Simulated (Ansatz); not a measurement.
TiO2: gradients before and after relaxing the atoms

Start: a structure deposited in the COD, taken as it stands.

Space group Pbcn (No. 60); a = 4.5318, b = 5.5019, c = 4.9063 Å.

```
site  Wyckoff  site symmetry       x       y       z
  Ti       4c            .2.  0.0000  0.1704  0.2500
   O       8d              1  0.2716  0.3814  0.4142
```

One atom of each set is listed.

Level of theory: DFT, PBE, plane waves and PAW, scalar-relativistic, 420 eV cutoff, Γ-centred 5×4×4 k-points, Fermi–Dirac smearing 0.02 eV (Ansatz 0.2.0).

The largest force at the start is 0.20 eV/Å. Relaxing the ions at fixed cell moves them by 0.030 Å at most (atom 4, Ti) and 0.028 Å rms. End positions:

Ti (0.0000, 0.1758, 0.2500)
O (0.2702, 0.3824, 0.4195)

| site | moved (Å) | first shell before | first shell after | V_zz before (10²¹ V/m²) | η before |
| --- | --- | --- | --- | --- | --- |
| Ti | 0.030 | 6 O at 1.87–2.06 Å | 6 O at 1.87–2.09 Å | -2.14 | 0.71 |
| O | 0.027 | 3 Ti at 1.87–2.06 Å | 3 Ti at 1.87–2.09 Å | -2.77 | 0.52 |

(1) What are V_zz and η after the relaxation?

## Answers

(1) 

| site | V_zz after | η after | change of V_zz |
| --- | --- | --- | --- |
| Ti | 2.83 | 0.51 | – |
| O | -2.71 | 0.53 | +0.06 |

The largest change of V_zz along a kept axis is on O, from -2.77 to -2.71. The whole tensor moves most on Ti, by 1.03 along its most changed direction. In per cent, |V_zz| changes by -2 on O (all sites that start above 0.5, bar those whose gradient vanishes or changes sign or whose main axis turns by over 40°). On Ti the largest principal value lies along another axis in the second run, so the two V_zz can't be compared directly.

At this cell the PBE pressure is 6 GPa, so with PBE the cell would grow if it were relaxed.
